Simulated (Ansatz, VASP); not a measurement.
# CdSe in VASP and in Ansatz

```
CELL_PARAMETERS angstrom
0.00000 3.07027 3.07027
3.07027 0.00000 3.07027
3.07027 3.07027 0.00000
ATOMIC_POSITIONS crystal
Cd 0.00000 0.00000 0.00000
Se 0.25000 0.25000 0.25000
```

The cell was built by a generator and needn't be a form met in nature.

Alike in both runs: task relaxation of cell and atoms; functional PBEsol; k mesh 10 × 10 × 10; occupations gaussian, width 0.02 eV; no spin polarisation.

|  | VASP | Ansatz |
| --- | --- | --- |
| version | VASP 6.6.1 | Ansatz 0.2.0 |
| potentials or method | VASP PAW PBE potentials, release 64 (Cd, Se) | scalar-relativistic, plane waves, PAW |
| plane-wave cutoff (eV) | 600 | 420 |
| valence electrons in the cell | 18 | 36 |

```csv
,VASP,Ansatz,Ansatz less VASP
"gap on the k mesh at the Fermi level, each at its own relaxed structure (eV)",0.47,0.48,+0.007
relaxed volume (Å³/atom),28.27,28.13,-0.136
relaxed cell length with the largest relative difference (Å),4.308,4.301,-0.0069
energy change over the relaxation (meV/atom),-2,-4,-1.3
```

The two sets of potentials don't hold the same shells in valence.

Caveats: the PAW data sets were made with another functional, which shifts forces and pressure a little (VASP).
